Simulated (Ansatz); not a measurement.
The system is CsPbCl3.

```
Pb Cs Cl
1.0
     5.60500    0.00000    0.00000
     0.00000    5.60500    0.00000
     0.00000    0.00000    5.60500
Pb Cs Cl
1 1 3
Direct
  0.50000 0.50000 0.50000
  0.00000 0.00000 0.00000
  0.50000 0.00000 0.50000
  0.00000 0.50000 0.50000
  0.50000 0.50000 0.00000
```

- Program: Ansatz 0.2.0
- Task: relaxation of cell and atoms
- Functional: revPBE
- Dispersion: D4
- Potentials or basis: Ansatz PAW
- Cutoff: 420 eV (not typed: the program's choice for these potentials)
- k mesh: 5 × 5 × 5
- Occupations: fermi-dirac, width 0.05 eV
- Spin: no spin polarisation

At the start: volume 35.22 Å³/atom.

Question: Where does the relaxation end?

Answer: It ends after 5 steps and the volume is 37.65 Å³/atom (+6.9 %); space group Pm-3m (No. 221, to 0.05 Å).

Step by step:
```csv
step,energy change (eV),largest force (eV/Å),volume (Å³)
1,0.0000,0.0000,176.09
2,-0.0516,0.0000,183.68
3,-0.0593,0.0000,187.78
4,-0.0593,0.0000,188.27
5,-0.0598,0.0000,188.27
```

Final structure:
```cif
data_structure
_symmetry_space_group_name_H-M 'P 1'
_symmetry_Int_Tables_number 1
_cell_length_a 5.7314
_cell_length_b 5.7314
_cell_length_c 5.7314
_cell_angle_alpha 90.000
_cell_angle_beta 90.000
_cell_angle_gamma 90.000
_cell_volume 188.27
loop_
_atom_site_label
_atom_site_type_symbol
_atom_site_fract_x
_atom_site_fract_y
_atom_site_fract_z
_atom_site_occupancy
Pb1 Pb 0.50000 0.50000 0.50000 1
Cs1 Cs 0.00000 0.00000 0.00000 1
Cl1 Cl 0.50000 0.00000 0.50000 1
Cl2 Cl 0.00000 0.50000 0.50000 1
Cl3 Cl 0.50000 0.50000 0.00000 1
```

Caveat: the plane-wave basis is chosen anew once the cell has moved, so the energies of steps on either side of that aren't comparable; the PAW data sets come from PBE, with cores solved anew for the run's functional, which leaves a small shift of forces and pressure.
